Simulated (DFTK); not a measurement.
Mo:

```xyz
1
Lattice="-1.5838 1.5838 1.5838 1.5838 -1.5838 1.5838 1.5838 1.5838 -1.5838" Properties=species:S:1:pos:R:3 pbc="T T T"
Mo    0.0000    0.0000    0.0000
```

Program: DFTK 0.8.2. Alike in all runs: task band structure; no spin polarisation; cell as given; k mesh 12 × 12 × 12; smearing fermi-dirac 0.05 eV.

Task: Order these runs on this cell by their pressure, lowest first.
A. level PBEsol; potentials or basis cp2k.nc.sr.pbe.v0_1.largecore.gth (PBE, GTH); cutoff (eV) 1306
B. level LDA; potentials or basis SG15 1.2 (PBE); cutoff (eV) 1225
C. level r2SCAN; potentials or basis SG15 1.2 (PBE); cutoff (eV) 1225

Result: B (-13.2 GPa), A (-10.3 GPa), C (-5.4 GPa).

Caveats: the potentials were made for another functional, which shifts forces and pressure; GTH potentials come without recommended cutoffs, and this one wasn't checked for convergence (some runs).
